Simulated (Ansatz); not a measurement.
**BeSe (F-43m): volume and gaps against pressure**

```
CELL_PARAMETERS angstrom
2.56405 2.56405 0.00000
-2.56405 2.56405 0.00000
0.00000 2.56405 2.56405
ATOMIC_POSITIONS crystal
Be 0.00000 0.00000 0.00000
Se 0.75000 0.25000 0.50000
```

This is the zero-pressure cell under PBEsol. Cell and atoms are relaxed by PAW (default files of Ansatz 0.2.0, cutoff 420 eV, stress met within about 0.05 GPa) at each pressure, in this structure whether or not another phase would take over; P is the pressure reached, less that of this cell. Levels come from PBEsol, all-electron LAPW in Ansatz 0.2.0, with spin-orbit coupling; k mesh 8×8×8, fixed occupations, basis error target 0.5 meV/atom. Conduction levels are in eV over the valence top (at Γ), at fixed fractional wave vectors. Zone-centre phonons come from finite displacements by PAW, without the LO-TO term.

| P (GPa) | V/V₀ | X | L | T2 TO (cm⁻¹) |
| --- | --- | --- | --- | --- |
| -2.01 | 1.0270 | 2.378 | 4.059 | 490.6 |
| 0.00 | 1.0000 | 2.320 | 4.152 | 509.2 |
| 1.98 | 0.9766 | 2.266 | 4.235 | 526.0 |
| 4.00 | 0.9552 | 2.213 | 4.313 | 542.1 |
| 6.96 | 0.9273 | 2.139 | 4.419 | 564.0 |
| 9.98 | ? | ? | ? | ? |
| 14.96 | 0.8672 | 1.957 | 4.662 | 615.1 |

Task: Fit the third-order Birch-Murnaghan equation to the rows shown.

Result: With f = [(V₀/V)^(2/3) − 1]/2, the normalised pressure F = P/[3f(1 + 2f)^(5/2)] is 79.6 GPa at f = -0.0088, 79.7 GPa at f = 0.0079, 79.5 GPa at f = 0.0155, 79.3 GPa at f = 0.0258, 78.9 GPa at f = 0.0498. The line F = B₀[1 + (3/2)(B′ − 4)f] gives B₀ = 79.7 GPa and B′ = 3.9.

Task: What are the volume deformation potentials and pressure coefficients of these levels at zero pressure?

Result: 

```csv
level,dE/dlnV (eV),dE/dP = −(dE/dlnV)/B₀ (meV/GPa),mean slope up to 2.0 GPa (meV/GPa)
X,2.24,-28.1,-27.4
L,-3.49,43.8,41.9
```

dE/dlnV is the slope of a cubic fit in ln V at V₀. The last column is read from two rows and shows how the slope bends with pressure. A level that another band crosses inside the range is left out of the tables.

Task: What mode Grüneisen parameters follow?

Result: γ = −d ln ω/d ln V at V₀ from a quadratic fit in ln V: T2 1.39.

Task: What belongs in the row at 9.98 GPa?

Result: The fits give V/V₀ = 0.9024 and X = 2.067 eV. Computed: V/V₀ = 0.9024, X = 2.067, L = 4.517, T2 TO (cm⁻¹) = 584.5.

Known limits: no other phase was computed; many crystals of this kind change structure within this range, and rows or crossings beyond such a change describe a metastable lattice; the frozen-core PAW files of the relaxations were fitted under PBE, their cores solved anew for this functional; semilocal gaps are low, and the spacing of valleys can be off by tenths of an eV; levels are read at fixed fractional k, so an edge that moves off these points is missed.
